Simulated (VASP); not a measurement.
# Ga (I4/mmm) in VASP: notebook, part 5 of 6

VASP 6.6.1. Earlier steps stand in the parts before.

## (85) Equation of state, PBE, 18.25 Å³/atom

File INCAR:

```
ADDGRID = F ; ALGO = Normal
EDIFF = 1E-7 ; ENCUT = 400
GGA = PE ; ISIF = 2
ISMEAR = 1 ; LASPH = T
LCHARG = F ; LREAL = F
LWAVE = F ; NELM = 100
PREC = Accurate ; SIGMA = 0.15
```

File KPOINTS:

```
k-points
0
Gamma
  14 14 14
```

File POSCAR:

```
Ga
1.0
   -1.3981065291      1.3981065291      2.3341087291
    1.3981065291     -1.3981065291      2.3341087291
    1.3981065291      1.3981065291     -2.3341087291
Ga
1
Direct
    0.0000000000      0.0000000000      0.0000000000
```

Command:

```sh
cat potpaw_PBE.64/Ga_d/POTCAR > POTCAR
mpirun -np 1 vasp_std > vasp.out
```

Run time: 9.7 s. Hardware: 1 thread of Intel Xeon 6975P-C (Granite Rapids), shared host; peak memory 0.14 GiB.

These settings aren't checked as converged: the numbers below hold their error.

Results:

| Property | Result |
| --- | --- |
| Free energy | -2.8796 eV |
| Pressure | 1.6 GPa |
| Band gap on the k mesh | none (metal or under the smearing width) |

## (86) Equation of state, PBE, 17.19 Å³/atom

Edit INCAR of step 85 so:

```diff
@@ -1,3 +1,3 @@
 ADDGRID = F ; ALGO = Normal
-EDIFF = 1E-7 ; ENCUT = 400
+EDIFF = 1E-7 ; ENCUT = 550
 GGA = PE ; ISIF = 2
```

File KPOINTS:

```
k-points
0
Gamma
  12 12 12
```

File POSCAR:

```
Ga
1.0
   -1.3704139380      1.3704139380      2.2878765449
    1.3704139380     -1.3704139380      2.2878765449
    1.3704139380      1.3704139380     -2.2878765449
Ga
1
Direct
    0.0000000000      0.0000000000      0.0000000000
```

Command:

```sh
cat potpaw_PBE.64/Ga_d/POTCAR > POTCAR
mpirun -np 1 vasp_std > vasp.out
```

It took 8 s on 1 thread of Intel Xeon 6975P-C (Granite Rapids), shared host; peak memory 0.16 GiB.

These settings aren't checked as converged: the numbers below hold their error.

Results:

* Free energy: -2.8540 eV
* Pressure: 6.2 GPa
* Band gap on the k mesh: none (metal or under the smearing width)

## (87) Equation of state, PBE, 18.25 Å³/atom

INCAR is that of step 86.

KPOINTS is that of step 86.

File POSCAR:

```
Ga
1.0
   -1.3981065291      1.3981065291      2.3341087291
    1.3981065291     -1.3981065291      2.3341087291
    1.3981065291      1.3981065291     -2.3341087291
Ga
1
Direct
    0.0000000000      0.0000000000      0.0000000000
```

Potentials or basis: VASP PAW PBE potentials, release 64 (Ga_d).

Command:

```sh
cat potpaw_PBE.64/Ga_d/POTCAR > POTCAR
mpirun -np 1 vasp_std > vasp.out
```

Wall time 7.9 s (1 thread of Intel Xeon 6975P-C (Granite Rapids), shared host); peak memory 0.16 GiB.

These settings aren't checked as converged: the numbers below hold their error.

Results:

```
Free energy            : -2.8809 eV
Pressure               : 2.0 GPa
Band gap on the k mesh : none (metal or under the smearing width)
```

## (88) Equation of state, PBE, 17.19 Å³/atom

Edit INCAR of step 87 so:

```diff
@@ -1,3 +1,3 @@
 ADDGRID = F ; ALGO = Normal
-EDIFF = 1E-7 ; ENCUT = 550
+EDIFF = 1E-7 ; ENCUT = 450
 GGA = PE ; ISIF = 2
```

File KPOINTS:

```
k-points
0
Gamma
  14 14 14
```

File POSCAR:

```
Ga
1.0
   -1.3704139380      1.3704139380      2.2878765449
    1.3704139380     -1.3704139380      2.2878765449
    1.3704139380      1.3704139380     -2.2878765449
Ga
1
Direct
    0.0000000000      0.0000000000      0.0000000000
```

Command:

```sh
cat potpaw_PBE.64/Ga_d/POTCAR > POTCAR
mpirun -np 1 vasp_std > vasp.out
```

Wall time 10 s (1 thread of Intel Xeon 6975P-C (Granite Rapids), shared host); peak memory 0.16 GiB.

These settings aren't checked as converged: the numbers below hold their error.

What came out:

| Property | Result |
| --- | --- |
| Free energy | -2.8540 eV |
| Pressure | 5.8 GPa |
| Band gap on the k mesh | none (metal or under the smearing width) |

## (89) Equation of state, PBE, 18.25 Å³/atom

INCAR is that of step 88.

KPOINTS is that of step 88.

File POSCAR:

```
Ga
1.0
   -1.3981065291      1.3981065291      2.3341087291
    1.3981065291     -1.3981065291      2.3341087291
    1.3981065291      1.3981065291     -2.3341087291
Ga
1
Direct
    0.0000000000      0.0000000000      0.0000000000
```

Command:

```sh
cat potpaw_PBE.64/Ga_d/POTCAR > POTCAR
mpirun -np 1 vasp_std > vasp.out
```

It took 11 s on 1 thread of Intel Xeon 6975P-C (Granite Rapids), shared host; peak memory 0.16 GiB.

The run converged, but some of its settings lie outside the range that counts as converged, so its numbers aren't taken as properties of the crystal.

What came out:

```
Free energy            : -2.8801 eV
Pressure               : 1.9 GPa
Band gap on the k mesh : none (metal or under the smearing width)
```

## (90) Equation of state, PBE, 17.19 Å³/atom

Edit INCAR of step 89 so:

```diff
@@ -6,2 +6,2 @@
 LWAVE = F ; NELM = 100
-PREC = Accurate ; SIGMA = 0.15
+PREC = Accurate ; SIGMA = 0.4
```

KPOINTS is that of step 89.

File POSCAR:

```
Ga
1.0
   -1.3704139380      1.3704139380      2.2878765449
    1.3704139380     -1.3704139380      2.2878765449
    1.3704139380      1.3704139380     -2.2878765449
Ga
1
Direct
    0.0000000000      0.0000000000      0.0000000000
```

Potentials or basis: VASP PAW PBE potentials, release 64 (Ga_d).

Command:

```sh
cat potpaw_PBE.64/Ga_d/POTCAR > POTCAR
mpirun -np 1 vasp_std > vasp.out
```

Wall time 11 s (1 thread of Intel Xeon 6975P-C (Granite Rapids), shared host); peak memory 0.16 GiB.

These settings aren't checked as converged: the numbers below hold their error.

Results:

* Free energy: -2.8538 eV
* Pressure: 5.8 GPa
* Band gap on the k mesh: none (metal or under the smearing width)

## (91) Equation of state, PBE, 18.25 Å³/atom

INCAR is that of step 90.

KPOINTS is that of step 90.

File POSCAR:

```
Ga
1.0
   -1.3981065291      1.3981065291      2.3341087291
    1.3981065291     -1.3981065291      2.3341087291
    1.3981065291      1.3981065291     -2.3341087291
Ga
1
Direct
    0.0000000000      0.0000000000      0.0000000000
```

Command:

```sh
cat potpaw_PBE.64/Ga_d/POTCAR > POTCAR
mpirun -np 1 vasp_std > vasp.out
```

It took 11 s on 1 thread of Intel Xeon 6975P-C (Granite Rapids), shared host; peak memory 0.16 GiB.

These settings aren't checked as converged: the numbers below hold their error.

What came out:

| Item | Value |
| --- | --- |
| Free energy | -2.8800 eV |
| Pressure | 1.9 GPa |
| Band gap on the k mesh | none (metal or under the smearing width) |

## (92) Equation of state, PBE, 17.19 Å³/atom

Edit INCAR of step 91 so:

```diff
@@ -6,2 +6,2 @@
 LWAVE = F ; NELM = 100
-PREC = Accurate ; SIGMA = 0.4
+PREC = Accurate ; SIGMA = 0.2
```

KPOINTS is that of step 91.

File POSCAR:

```
Ga
1.0
   -1.3704139380      1.3704139380      2.2878765449
    1.3704139380     -1.3704139380      2.2878765449
    1.3704139380      1.3704139380     -2.2878765449
Ga
1
Direct
    0.0000000000      0.0000000000      0.0000000000
```

Command:

```sh
cat potpaw_PBE.64/Ga_d/POTCAR > POTCAR
mpirun -np 1 vasp_std > vasp.out
```

Run time: 11 s. Hardware: 1 thread of Intel Xeon 6975P-C (Granite Rapids), shared host; peak memory 0.16 GiB.

These settings aren't checked as converged: the numbers below hold their error.

What came out:

| Quantity | Value |
| --- | --- |
| Free energy | -2.8540 eV |
| Pressure | 5.8 GPa |
| Band gap on the k mesh | none (metal or under the smearing width) |

## (93) Equation of state, PBE, 18.25 Å³/atom

INCAR is that of step 92.

KPOINTS is that of step 92.

File POSCAR:

```
Ga
1.0
   -1.3981065291      1.3981065291      2.3341087291
    1.3981065291     -1.3981065291      2.3341087291
    1.3981065291      1.3981065291     -2.3341087291
Ga
1
Direct
    0.0000000000      0.0000000000      0.0000000000
```

Potentials or basis: VASP PAW PBE potentials, release 64 (Ga_d).

Command:

```sh
cat potpaw_PBE.64/Ga_d/POTCAR > POTCAR
mpirun -np 1 vasp_std > vasp.out
```

Wall time 11 s (1 thread of Intel Xeon 6975P-C (Granite Rapids), shared host); peak memory 0.16 GiB.

These settings aren't checked as converged: the numbers below hold their error.

Results:

| Quantity | Value |
| --- | --- |
| Free energy | -2.8801 eV |
| Pressure | 1.9 GPa |
| Band gap on the k mesh | none (metal or under the smearing width) |

## (94) Equation of state, PBE, 17.19 Å³/atom

Edit INCAR of step 93 so:

```diff
@@ -6,2 +6,2 @@
 LWAVE = F ; NELM = 100
-PREC = Accurate ; SIGMA = 0.2
+PREC = Accurate ; SIGMA = 0.1
```

KPOINTS is that of step 93.

File POSCAR:

```
Ga
1.0
   -1.3704139380      1.3704139380      2.2878765449
    1.3704139380     -1.3704139380      2.2878765449
    1.3704139380      1.3704139380     -2.2878765449
Ga
1
Direct
    0.0000000000      0.0000000000      0.0000000000
```

Command:

```sh
cat potpaw_PBE.64/Ga_d/POTCAR > POTCAR
mpirun -np 1 vasp_std > vasp.out
```

It took 10 s on 1 thread of Intel Xeon 6975P-C (Granite Rapids), shared host; peak memory 0.16 GiB.

The run converged, but some of its settings lie outside the range that counts as converged, so its numbers aren't taken as properties of the crystal.

Results:

```yaml
Free_energy: -2.8539 eV
Pressure: 5.8 GPa
Band_gap_on_the_k_mesh: none (metal or under the smearing width)
```

## (95) Equation of state, PBE, 18.25 Å³/atom

INCAR is that of step 94.

KPOINTS is that of step 94.

File POSCAR:

```
Ga
1.0
   -1.3981065291      1.3981065291      2.3341087291
    1.3981065291     -1.3981065291      2.3341087291
    1.3981065291      1.3981065291     -2.3341087291
Ga
1
Direct
    0.0000000000      0.0000000000      0.0000000000
```

Command:

```sh
cat potpaw_PBE.64/Ga_d/POTCAR > POTCAR
mpirun -np 1 vasp_std > vasp.out
```

Run time: 11 s. Hardware: 1 thread of Intel Xeon 6975P-C (Granite Rapids), shared host; peak memory 0.16 GiB.

These settings aren't checked as converged: the numbers below hold their error.

What came out:

```
Free energy            : -2.8802 eV
Pressure               : 1.9 GPa
Band gap on the k mesh : none (metal or under the smearing width)
```

## (96) Equation of state, PBE, 17.19 Å³/atom

Edit INCAR of step 95 so:

```diff
@@ -6,2 +6,2 @@
 LWAVE = F ; NELM = 100
-PREC = Accurate ; SIGMA = 0.1
+PREC = Accurate ; SIGMA = 0.05
```

KPOINTS is that of step 95.

File POSCAR:

```
Ga
1.0
   -1.3704139380      1.3704139380      2.2878765449
    1.3704139380     -1.3704139380      2.2878765449
    1.3704139380      1.3704139380     -2.2878765449
Ga
1
Direct
    0.0000000000      0.0000000000      0.0000000000
```

Potentials or basis: VASP PAW PBE potentials, release 64 (Ga_d).

Command:

```sh
cat potpaw_PBE.64/Ga_d/POTCAR > POTCAR
mpirun -np 1 vasp_std > vasp.out
```

It took 10 s on 1 thread of Intel Xeon 6975P-C (Granite Rapids), shared host; peak memory 0.16 GiB.

The run converged, but some of its settings lie outside the range that counts as converged, so its numbers aren't taken as properties of the crystal.

What came out:

| Property | Result |
| --- | --- |
| Free energy | -2.8538 eV |
| Pressure | 5.8 GPa |
| Band gap on the k mesh | none (metal or under the smearing width) |

## (97) Equation of state, PBE, 18.25 Å³/atom

INCAR is that of step 96.

KPOINTS is that of step 96.

File POSCAR:

```
Ga
1.0
   -1.3981065291      1.3981065291      2.3341087291
    1.3981065291     -1.3981065291      2.3341087291
    1.3981065291      1.3981065291     -2.3341087291
Ga
1
Direct
    0.0000000000      0.0000000000      0.0000000000
```

Command:

```sh
cat potpaw_PBE.64/Ga_d/POTCAR > POTCAR
mpirun -np 1 vasp_std > vasp.out
```

It took 10 s on 1 thread of Intel Xeon 6975P-C (Granite Rapids), shared host; peak memory 0.16 GiB.

These settings aren't checked as converged: the numbers below hold their error.

Results:

| Property | Result |
| --- | --- |
| Free energy | -2.8803 eV |
| Pressure | 1.9 GPa |
| Band gap on the k mesh | none (metal or under the smearing width) |

## (98) Equation of state, PBE, 17.19 Å³/atom

Edit INCAR of step 97 so:

```diff
@@ -6,2 +6,2 @@
 LWAVE = F ; NELM = 100
-PREC = Accurate ; SIGMA = 0.05
+PREC = Accurate ; SIGMA = 0.02
```

KPOINTS is that of step 97.

File POSCAR:

```
Ga
1.0
   -1.3704139380      1.3704139380      2.2878765449
    1.3704139380     -1.3704139380      2.2878765449
    1.3704139380      1.3704139380     -2.2878765449
Ga
1
Direct
    0.0000000000      0.0000000000      0.0000000000
```

Command:

```sh
cat potpaw_PBE.64/Ga_d/POTCAR > POTCAR
mpirun -np 1 vasp_std > vasp.out
```

Wall time 10 s (1 thread of Intel Xeon 6975P-C (Granite Rapids), shared host); peak memory 0.16 GiB.

The run converged, but some of its settings lie outside the range that counts as converged, so its numbers aren't taken as properties of the crystal.

What came out:

```
Free energy            : -2.8538 eV
Pressure               : 5.8 GPa
Band gap on the k mesh : none (metal or under the smearing width)
```

## (99) Equation of state, PBE, 18.25 Å³/atom

INCAR is that of step 98.

KPOINTS is that of step 98.

File POSCAR:

```
Ga
1.0
   -1.3981065291      1.3981065291      2.3341087291
    1.3981065291     -1.3981065291      2.3341087291
    1.3981065291      1.3981065291     -2.3341087291
Ga
1
Direct
    0.0000000000      0.0000000000      0.0000000000
```

Potentials or basis: VASP PAW PBE potentials, release 64 (Ga_d).

Command:

```sh
cat potpaw_PBE.64/Ga_d/POTCAR > POTCAR
mpirun -np 1 vasp_std > vasp.out
```

Run time: 10 s. Hardware: 1 thread of Intel Xeon 6975P-C (Granite Rapids), shared host; peak memory 0.16 GiB.

The run converged, but some of its settings lie outside the range that counts as converged, so its numbers aren't taken as properties of the crystal.

What came out:

* Free energy: -2.8804 eV
* Pressure: 1.9 GPa
* Band gap on the k mesh: none (metal or under the smearing width)

## (100) Equation of state, PBE, 17.19 Å³/atom

File INCAR:

```
ADDGRID = F ; ALGO = Normal
EDIFF = 1E-7 ; ENCUT = 450
GGA = PE ; ISIF = 2
ISMEAR = -5 ; LASPH = T
LCHARG = F ; LREAL = F
LWAVE = F ; NELM = 100
PREC = Accurate ; SIGMA = 0.15
```

KPOINTS is that of step 99.

File POSCAR:

```
Ga
1.0
   -1.3704139380      1.3704139380      2.2878765449
    1.3704139380     -1.3704139380      2.2878765449
    1.3704139380      1.3704139380     -2.2878765449
Ga
1
Direct
    0.0000000000      0.0000000000      0.0000000000
```

Command:

```sh
cat potpaw_PBE.64/Ga_d/POTCAR > POTCAR
mpirun -np 1 vasp_std > vasp.out
```

Run time: 12 s. Hardware: 1 thread of Intel Xeon 6975P-C (Granite Rapids), shared host; peak memory 0.17 GiB.

The run converged, but some of its settings lie outside the range that counts as converged, so its numbers aren't taken as properties of the crystal.

Results:

```
Free energy            : -2.8540 eV
Pressure               : 6.1 GPa
Band gap on the k mesh : none (metal or under the smearing width)
```

Caveat: tetrahedron occupations give inexact forces and stress in metals.

## (101) Equation of state, PBE, 18.25 Å³/atom

INCAR is that of step 100.

KPOINTS is that of step 100.

File POSCAR:

```
Ga
1.0
   -1.3981065291      1.3981065291      2.3341087291
    1.3981065291     -1.3981065291      2.3341087291
    1.3981065291      1.3981065291     -2.3341087291
Ga
1
Direct
    0.0000000000      0.0000000000      0.0000000000
```

Command:

```sh
cat potpaw_PBE.64/Ga_d/POTCAR > POTCAR
mpirun -np 1 vasp_std > vasp.out
```

It took 12 s on 1 thread of Intel Xeon 6975P-C (Granite Rapids), shared host; peak memory 0.17 GiB.

The run converged, but some of its settings lie outside the range that counts as converged, so its numbers aren't taken as properties of the crystal.

Results:

```yaml
Free_energy: -2.8806 eV
Pressure: 2.1 GPa
Band_gap_on_the_k_mesh: none (metal or under the smearing width)
```

Caveat: tetrahedron occupations give inexact forces and stress in metals.

## (102) Equation of state, PBE, 17.19 Å³/atom

Edit INCAR of step 101 so:

```diff
@@ -3,3 +3,3 @@
 GGA = PE ; ISIF = 2
-ISMEAR = -5 ; LASPH = T
+ISMEAR = 0 ; LASPH = T
 LCHARG = F ; LREAL = F
```

KPOINTS is that of step 101.

File POSCAR:

```
Ga
1.0
   -1.3704139380      1.3704139380      2.2878765449
    1.3704139380     -1.3704139380      2.2878765449
    1.3704139380      1.3704139380     -2.2878765449
Ga
1
Direct
    0.0000000000      0.0000000000      0.0000000000
```

Potentials or basis: VASP PAW PBE potentials, release 64 (Ga_d).

Command:

```sh
cat potpaw_PBE.64/Ga_d/POTCAR > POTCAR
mpirun -np 1 vasp_std > vasp.out
```

Run time: 10 s. Hardware: 1 thread of Intel Xeon 6975P-C (Granite Rapids), shared host; peak memory 0.16 GiB.

These settings aren't checked as converged: the numbers below hold their error.

Results:

```
Free energy            : -2.8560 eV
Pressure               : 5.8 GPa
Band gap on the k mesh : none (metal or under the smearing width)
```

## (103) Equation of state, PBE, 18.25 Å³/atom

INCAR is that of step 102.

KPOINTS is that of step 102.

File POSCAR:

```
Ga
1.0
   -1.3981065291      1.3981065291      2.3341087291
    1.3981065291     -1.3981065291      2.3341087291
    1.3981065291      1.3981065291     -2.3341087291
Ga
1
Direct
    0.0000000000      0.0000000000      0.0000000000
```

Command:

```sh
cat potpaw_PBE.64/Ga_d/POTCAR > POTCAR
mpirun -np 1 vasp_std > vasp.out
```

Run time: 10 s. Hardware: 1 thread of Intel Xeon 6975P-C (Granite Rapids), shared host; peak memory 0.16 GiB.

These settings aren't checked as converged: the numbers below hold their error.

What came out:

| Item | Value |
| --- | --- |
| Free energy | -2.8823 eV |
| Pressure | 1.9 GPa |
| Band gap on the k mesh | none (metal or under the smearing width) |

## (104) Equation of state, PBE, 17.19 Å³/atom

Edit INCAR of step 103 so:

```diff
@@ -3,3 +3,3 @@
 GGA = PE ; ISIF = 2
-ISMEAR = 0 ; LASPH = T
+ISMEAR = -1 ; LASPH = T
 LCHARG = F ; LREAL = F
```

KPOINTS is that of step 103.

File POSCAR:

```
Ga
1.0
   -1.3704139380      1.3704139380      2.2878765449
    1.3704139380     -1.3704139380      2.2878765449
    1.3704139380      1.3704139380     -2.2878765449
Ga
1
Direct
    0.0000000000      0.0000000000      0.0000000000
```

Command:

```sh
cat potpaw_PBE.64/Ga_d/POTCAR > POTCAR
mpirun -np 1 vasp_std > vasp.out
```

Wall time 11 s (1 thread of Intel Xeon 6975P-C (Granite Rapids), shared host); peak memory 0.16 GiB.

The run converged, but some of its settings lie outside the range that counts as converged, so its numbers aren't taken as properties of the crystal.

Results:

| Item | Value |
| --- | --- |
| Free energy | -2.8675 eV |
| Pressure | 5.9 GPa |
| Band gap on the k mesh | none (metal or under the smearing width) |

## (105) Equation of state, PBE, 18.25 Å³/atom

INCAR is that of step 104.

KPOINTS is that of step 104.

File POSCAR:

```
Ga
1.0
   -1.3981065291      1.3981065291      2.3341087291
    1.3981065291     -1.3981065291      2.3341087291
    1.3981065291      1.3981065291     -2.3341087291
Ga
1
Direct
    0.0000000000      0.0000000000      0.0000000000
```

Potentials or basis: VASP PAW PBE potentials, release 64 (Ga_d).

Command:

```sh
cat potpaw_PBE.64/Ga_d/POTCAR > POTCAR
mpirun -np 1 vasp_std > vasp.out
```

It took 11 s on 1 thread of Intel Xeon 6975P-C (Granite Rapids), shared host; peak memory 0.16 GiB.

These settings aren't checked as converged: the numbers below hold their error.

Results:

```yaml
Free_energy: -2.8945 eV
Pressure: 2.0 GPa
Band_gap_on_the_k_mesh: none (metal or under the smearing width)
```

## (106) Equation of state, PBE, 17.19 Å³/atom

File INCAR:

```
ADDGRID = F ; ALGO = Normal
EDIFF = 1E-7 ; ENCUT = 550
GGA = PE ; ISIF = 2
ISMEAR = 1 ; LASPH = T
LCHARG = F ; LREAL = F
LWAVE = F ; NELM = 100
PREC = Accurate ; SIGMA = 0.15
```

KPOINTS is that of step 105.

File POSCAR:

```
Ga
1.0
   -1.3704139380      1.3704139380      2.2878765449
    1.3704139380     -1.3704139380      2.2878765449
    1.3704139380      1.3704139380     -2.2878765449
Ga
1
Direct
    0.0000000000      0.0000000000      0.0000000000
```

Command:

```sh
cat potpaw_PBE.64/Ga_d/POTCAR > POTCAR
mpirun -np 1 vasp_std > vasp.out
```

It took 12 s on 1 thread of Intel Xeon 6975P-C (Granite Rapids), shared host; peak memory 0.17 GiB.

These settings aren't checked as converged: the numbers below hold their error.

Results:

| Property | Result |
| --- | --- |
| Free energy | -2.8544 eV |
| Pressure | 6.0 GPa |
| Band gap on the k mesh | none (metal or under the smearing width) |

## (107) Equation of state, PBE, 18.25 Å³/atom

INCAR is that of step 106.

KPOINTS is that of step 106.

File POSCAR:

```
Ga
1.0
   -1.3981065291      1.3981065291      2.3341087291
    1.3981065291     -1.3981065291      2.3341087291
    1.3981065291      1.3981065291     -2.3341087291
Ga
1
Direct
    0.0000000000      0.0000000000      0.0000000000
```

Command:

```sh
cat potpaw_PBE.64/Ga_d/POTCAR > POTCAR
mpirun -np 1 vasp_std > vasp.out
```

It took 11 s on 1 thread of Intel Xeon 6975P-C (Granite Rapids), shared host; peak memory 0.17 GiB.

These settings aren't checked as converged: the numbers below hold their error.

Results:

| Item | Value |
| --- | --- |
| Free energy | -2.8805 eV |
| Pressure | 2.1 GPa |
| Band gap on the k mesh | none (metal or under the smearing width) |

## (108) Equation of state, PBE, 17.19 Å³/atom

Edit INCAR of step 107 so:

```diff
@@ -6,2 +6,2 @@
 LWAVE = F ; NELM = 100
-PREC = Accurate ; SIGMA = 0.15
+PREC = Low ; SIGMA = 0.15
```

KPOINTS is that of step 107.

File POSCAR:

```
Ga
1.0
   -1.3704139380      1.3704139380      2.2878765449
    1.3704139380     -1.3704139380      2.2878765449
    1.3704139380      1.3704139380     -2.2878765449
Ga
1
Direct
    0.0000000000      0.0000000000      0.0000000000
```

Potentials or basis: VASP PAW PBE potentials, release 64 (Ga_d).

Command:

```sh
cat potpaw_PBE.64/Ga_d/POTCAR > POTCAR
mpirun -np 1 vasp_std > vasp.out
```

Wall time 9.5 s (1 thread of Intel Xeon 6975P-C (Granite Rapids), shared host); peak memory 0.14 GiB.

The run converged, but some of its settings lie outside the range that counts as converged, so its numbers aren't taken as properties of the crystal.

What came out:

```
Free energy            : -2.8561 eV
Pressure               : 6.0 GPa
Band gap on the k mesh : none (metal or under the smearing width)
```

(Continued in part 6 of 6.)
